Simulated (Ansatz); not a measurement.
**Property card for Ag**

Level of theory: DFT PBEsol, scalar-relativistic, plane waves, PAW (Ansatz).

Settings: cutoff 420 eV, Γ-centred mesh 18×18×18 on the computed 1-atom cell, Gaussian smearing of 0.10 eV; no spin polarisation.

The structure is relaxed at this level of theory with its symmetry kept.

```
Ag
1.0
     0.00000    2.02721    2.02721
     2.02721    0.00000    2.02721
     2.02721    2.02721    0.00000
Ag
1
Direct
  0.00000 0.00000 0.00000
```

* Space group: Fm-3m (No. 225)
* Volume per atom: 16.66 Å³
* Formation energy from the elements' standard states (uncorrected): -0.001 eV/atom
* Kohn–Sham band gap: none (metal)
* Density of states at the Fermi level: 0.26 states/eV per cell
* Bulk modulus: 120 GPa
* Its pressure derivative: 5.7
* Bader charges (e): Ag (1 in the cell) 0.00